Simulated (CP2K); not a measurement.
TiO2:

```xyz
9
Lattice="5.2910 0.0000 0.0000 -2.6455 4.5821 0.0000 0.0000 0.0000 6.1330" Properties=species:S:1:pos:R:3 pbc="T T T"
Ti   -0.2381    4.5698    2.0481
Ti   -1.1878    2.0634    4.0925
Ti    1.4577    2.4941    0.0038
O     1.2725    1.4868    1.2881
O     3.4206    0.4688    3.3667
O     3.1799    2.7003    5.4111
O     0.5344    1.8572    4.8182
O    -1.2778    3.1814    2.7739
O     0.7751    4.0887    0.7295
```

The cell comes from a database or a generator and needn't be the stable form of this composition.

The cell isn't the ideal one: atom 4 moved 0.15 Å.

Base run:

```yaml
Program: CP2K 2026.2
Functional: LDA
Potentials_or_basis: POTENTIAL_UZH Ti GTH-PBE-q12, O GTH-PBE-q6; DZVP-MOLOPT-PBE-GTH basis
Density_cutoff: 11565 eV
k_mesh: 5 × 5 × 4
Occupations: fermi-dirac, width 0.05 eV
Spin: no spin polarisation
```

Its results: band gap on the k mesh 3.66 eV, indirect (least direct gap 3.82 eV); pressure 3.3 GPa; largest force 5.955 eV/Å.

The run is repeated on the same cell with these changes: functional from LDA to PBEsol. What comes out?

Band gap on the k mesh 3.69 eV, indirect (least direct gap 3.84 eV); pressure 5.6 GPa; largest force 5.965 eV/Å.

PBEsol binds less tightly than LDA, so the same cell stands under more pressure.

Caveats: the potentials were made for another functional, which shifts forces and pressure; an odd mesh through Γ misses points on the zone boundary, where band edges often lie; the basis of atomic orbitals isn't converged, which shifts pressures, moduli and gaps.
